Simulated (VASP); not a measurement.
Set up this calculation in VASP 6.6.1, as the native input.

* Task: band structure
* Functional: PBE
* Potentials or basis: VASP PAW PBE potentials, release 64 (In_d, As)
* Cutoff: 520 eV
* k mesh: 8 × 8 × 8
* Occupations: fermi-dirac, width 0.05 eV
* Spin: no spin polarisation
* Further INCAR settings: ALGO = Normal; EDIFF = 1e-06; NBANDS = 16

The structure of InAs lies in POSCAR:

```
InAs
1.0
    0.0000000000      3.0180000000      3.0180000000
    3.0180000000      0.0000000000      3.0180000000
    3.0180000000      3.0180000000      0.0000000000
In As
1 1
Direct
    0.0000000000      0.0000000000      0.0000000000
    0.7500000000      0.7500000000      0.7500000000
```

One way to write it, as run:

INCAR

```
PREC = Accurate
ENCUT = 520
EDIFF = 1E-6
ISMEAR = -1
SIGMA = 0.05
LREAL = False
LASPH = True
NELM = 100
ALGO = Normal
ISIF = 2
LWAVE = False
LCHARG = False
GGA = PE
NBANDS = 16
```

KPOINTS

```
regular mesh
0
Gamma
  8 8 8
```

KPOINTS_OPT

```
path GXWKGLUWLK,UX
20
line-mode
reciprocal
 0.0000000000  0.0000000000  0.0000000000  G
 0.5000000000  0.0000000000  0.5000000000  X

 0.5000000000  0.0000000000  0.5000000000  X
 0.5000000000  0.2500000000  0.7500000000  W

 0.5000000000  0.2500000000  0.7500000000  W
 0.3750000000  0.3750000000  0.7500000000  K

 0.3750000000  0.3750000000  0.7500000000  K
 0.0000000000  0.0000000000  0.0000000000  G

 0.0000000000  0.0000000000  0.0000000000  G
 0.5000000000  0.5000000000  0.5000000000  L

 0.5000000000  0.5000000000  0.5000000000  L
 0.6250000000  0.2500000000  0.6250000000  U

 0.6250000000  0.2500000000  0.6250000000  U
 0.5000000000  0.2500000000  0.7500000000  W

 0.5000000000  0.2500000000  0.7500000000  W
 0.5000000000  0.5000000000  0.5000000000  L

 0.5000000000  0.5000000000  0.5000000000  L
 0.3750000000  0.3750000000  0.7500000000  K

 0.6250000000  0.2500000000  0.6250000000  U
 0.5000000000  0.0000000000  0.5000000000  X
```

Potentials or basis: VASP PAW PBE potentials, release 64 (In_d, As).

The run is started by

```console
$ cat potpaw_PBE.64/In_d/POTCAR potpaw_PBE.64/As/POTCAR > POTCAR
$ mpirun -np 1 vasp_std > vasp.out
```

It gave:

The pressure is 4.4 GPa and the band gap along the path is none (metal or under the smearing width).

Caveat: spin-orbit coupling is left out, which moves the levels of the heavy elements; this crystal is a semiconductor, whose small gap the functional closes, so the metal is an error of the method.

Run time: 53 s on 1 thread of Intel(R) Xeon(R) 6975P-C (Granite Rapids), on a shared host, peak memory 0.19 GiB.
